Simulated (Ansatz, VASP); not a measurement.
# Two plane-wave programs on Li

```xyz
1
Lattice="0.0000 2.2020 2.2020 2.2020 0.0000 2.2020 2.2020 2.2020 0.0000" Properties=species:S:1:pos:R:3 pbc="T T T"
Li    0.0000    0.0000    0.0000
```

This isn't the form of Li at room conditions, which is bcc.

Alike in both runs: task relaxation of cell and atoms; functional PBE; dispersion D3(BJ); k mesh 16 × 16 × 16; occupations gaussian, width 0.1 eV; no spin polarisation.

|  | VASP | Ansatz |
| --- | --- | --- |
| version | VASP 6.6.1 | Ansatz 0.2.0 |
| potentials or method | VASP PAW PBE potentials, release 64 (Li_sv) | scalar-relativistic, plane waves, PAW |
| plane-wave cutoff (eV) | 600 | 420 |
| valence electrons in the cell | 3 | 3 |

VASP gave:

```
gap on the k mesh at the Fermi level, each at its own relaxed structure (eV) : none
relaxed volume (Å³/atom)                                                     : 17.99
relaxed cell length with the largest relative difference (Å)                 : 2.941
energy change over the relaxation (meV/atom)                                 : -24
```

What did Ansatz give for the same quantities?

gap on the k mesh at the Fermi level, each at its own relaxed structure (eV): none; relaxed volume (Å³/atom): 18.22; relaxed cell length with the largest relative difference (Å): 2.954; energy change over the relaxation (meV/atom): -21.

A gap of «none» marks a metal or a gap that the smearing closes.

Caveats: the cutoff is under 1.25 times the usual one of these potentials, so pressure, stress and relaxed cells hold a basis-set (Pulay) error (VASP); the volume moved by over 15 % at a fixed basis, so the end points are rough; the volume moved by -16 % from the deposited cell, more than functionals usually miss; pairwise dispersion overbinds metals, which lowers pressure and volume.
